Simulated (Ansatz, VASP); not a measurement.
**KF in VASP and in Ansatz**

```
CELL_PARAMETERS angstrom
0.00000 2.67350 2.67350
2.67350 0.00000 2.67350
2.67350 2.67350 0.00000
ATOMIC_POSITIONS crystal
K 0.03740 0.96260 0.96260
F 0.50000 0.50000 0.50000
```

Change from the starting cell: all K atoms moved -0.200 Å, as atom 1 along Cartesian [1 0 0].

Alike in both runs: task single point; functional LDA; k mesh 8 × 8 × 8; occupations gaussian, width 0.05 eV; no spin polarisation.

```csv
,VASP,Ansatz
version,VASP 6.6.1,Ansatz 0.2.0
potentials or method,"VASP PAW LDA potentials, release 64 (K_sv, F)","scalar-relativistic, plane waves, PAW"
plane-wave cutoff (eV),520,420
valence electrons in the cell,16,16
```

|  | VASP | Ansatz | Ansatz less VASP |
| --- | --- | --- | --- |
| gap on the k mesh at the Fermi level (eV) | 5.79 | 5.80 | +0.016 |
| least direct gap on the mesh (eV) | 5.79 | 5.80 | +0.016 |
| pressure (GPa) | -2.8 | -3.0 | -0.11 |
| largest component of the traceless stress (GPa) | 1.33 | 1.27 | -0.064 |
| rms of the force components (eV/Å) | 0.178 | 0.168 | -0.0102 |

Atom by atom the forces differ by 0.010 eV/Å (rms over components).

A k mesh can miss the band edges.
